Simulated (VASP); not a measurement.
A run of VASP 6.6.1 is set up as follows.

The input INCAR:

```
SYSTEM = CO
PREC = Accurate
ENCUT = 520
EDIFF = 1E-6
ISMEAR = -1
SIGMA = 0.05
LREAL = Auto
LASPH = .TRUE.
NELM = 80
ALGO = Normal
ISIF = 2
LWAVE = .FALSE.
LCHARG = .FALSE.
GGA = PE
IVDW = 12
NBANDS = 54
```

The input KPOINTS:

```
regular mesh
0
G
  1 1 1
  0 0 0
```

Contents of POSCAR:

```
CO
1.0
    7.7417530000      0.0000000000      0.0000000000
    0.0000000000      7.7417530000      0.0000000000
    0.0000000000      0.0000000000      7.7417530000
O C
8 8
Direct
    0.1326314596     -0.0645590217      0.9417763651
    0.5519034255      0.2914714536      0.8967219698
    0.2115024853      0.2058190180      0.4472630424
    0.4705265074      0.7229370402     -0.0468886052
    0.3813219047      0.6624597814      0.5850483734
    0.9574317341      0.5091999189      0.9692636797
    0.7827942844      0.2989374629      0.3442631146
    0.7328960250      0.9472919118      0.4832755579
    0.0097393962     -0.0035004992      0.8940481568
    0.4216874395      0.2612457411      0.8384793470
    0.2933056635      0.1372169843      0.3533437453
    0.5567989575      0.8345913387      0.0056963843
    0.3173958146      0.6323244877      0.4595470819
    1.0044753430      0.5249198728      0.8297216406
    0.8452995077      0.4242191659      0.3807406410
    0.8646362135      0.8938673192      0.4632284187
```

Potentials or basis: VASP PAW PBE potentials, release 64 (O, C).

Run with:

```sh
$ cat potpaw_PBE.64/O/POTCAR potpaw_PBE.64/C/POTCAR > POTCAR
$ mpirun -np 1 vasp_gam > vasp.out
```

Q: Predict the pressure.

A: 2.0 GPa.

Q: What does it give for the largest force?

A: 5.653 eV/Å.

Stress tensor (GPa, compression positive):
```
 3.03 -1.15 -0.01
-1.15  1.12  0.93
-0.01  0.93  1.82
```

Caveat: the standard files for N, O and F lose accuracy on very short bonds.
